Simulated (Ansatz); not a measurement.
**How far is PAW off for HgTe?**

```xyz
2
Lattice="0.0000 2.9215 2.9215 2.9215 0.0000 2.9215 2.9215 2.9215 0.0000" Properties=species:S:1:pos:R:3 pbc="T T T"
Hg    0.0000    0.0000    0.0000
Te    2.9215    2.9215    2.9215
```

Atoms are numbered in the order listed.

The cell comes from COD entry 1538296, which wasn't checked; take it as a given geometry.

No spin–orbit coupling, which matters for the heavy atoms here.

Levels of theory: DFT, LDA, PAW with Ansatz's default frozen-core files, scalar-relativistic (Ansatz 0.2.0); DFT, LDA, all-electron LAPW, scalar-relativistic (Ansatz 0.2.0).

For PAW: a Γ-centred 10×10×10 k mesh, Fermi–Dirac smearing of 0.08 eV, cutoff 420 eV, no spin polarisation; the PAW files were made with PBE, and the program remakes their frozen cores for this functional. LAPW targets a basis error of 1 meV/atom. The Ansatz runs share mesh, smearing and spin set-up. Plane-wave (PAW) pressures include the program's estimate of the Pulay term.

Stress and pressure are positive in compression.

Levels count from the Fermi level.

PAW results:

```json
{"quantity": "pressure (GPa)", "PAW": "3.84"}
{"quantity": "highest filled level at Γ (eV)", "PAW": "-0.528"}
{"quantity": "lowest empty level at Γ (eV)", "PAW": "7.715"}
{"quantity": "highest filled level at X (eV)", "PAW": "-2.817"}
{"quantity": "lowest empty level at X (eV)", "PAW": "4.700"}
{"quantity": "highest filled level at U (eV)", "PAW": "-0.020"}
{"quantity": "lowest empty level at U (eV)", "PAW": "5.626"}
```

Question: What does all-electron LAPW give for the same quantities?

Answer: 
| quantity | LAPW |
| --- | --- |
| pressure (GPa) | 3.85 |
| highest filled level at Γ (eV) | -0.529 |
| lowest empty level at Γ (eV) | 7.712 |
| highest filled level at X (eV) | -2.819 |
| lowest empty level at X (eV) | 4.699 |
| highest filled level at U (eV) | -0.021 |
| lowest empty level at U (eV) | 5.626 |
